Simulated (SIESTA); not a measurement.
The system is CdO (Monteponite).

```
Cd O
1.0
     0.00000    2.34950    2.34950
     2.34950    0.00000    2.34950
     2.34950    2.34950    0.00000
Cd O
1 1
Direct
  0.00000 0.00000 0.00000
  0.50000 0.50000 0.50000
```

Base run:

| Item | Value |
| --- | --- |
| Program | SIESTA 5.4.2 |
| Functional | PBEsol |
| Potentials or basis | PseudoDojo 0.4 standard (PBEsol files) |
| Basis | DZP (energy shift 0.002 Ry) |
| Grid cutoff | 800 Ry |
| Energy shift | 0.002 Ry |
| k mesh | 10 × 10 × 10 |
| Occupations | fermi-dirac, width 0.05 eV |
| Spin | no spin polarisation |

Its results: band gap on the k mesh none (metal or under the smearing width); pressure 0.2 GPa.

Problem. The run is repeated on the same cell with these changes: functional from PBEsol to PBE; potentials or basis from PseudoDojo 0.4 standard (PBEsol files) to SG15 1.2 (PBE files) or PseudoDojo by element. What comes out?

Solution. Band gap on the k mesh none (metal or under the smearing width); pressure 6.5 GPa.

Caveats: semicore shells carry a single zeta, which can move pressures by several GPa and volumes by a few percent; the basis of atomic orbitals isn't converged, which shifts pressures, moduli and gaps.
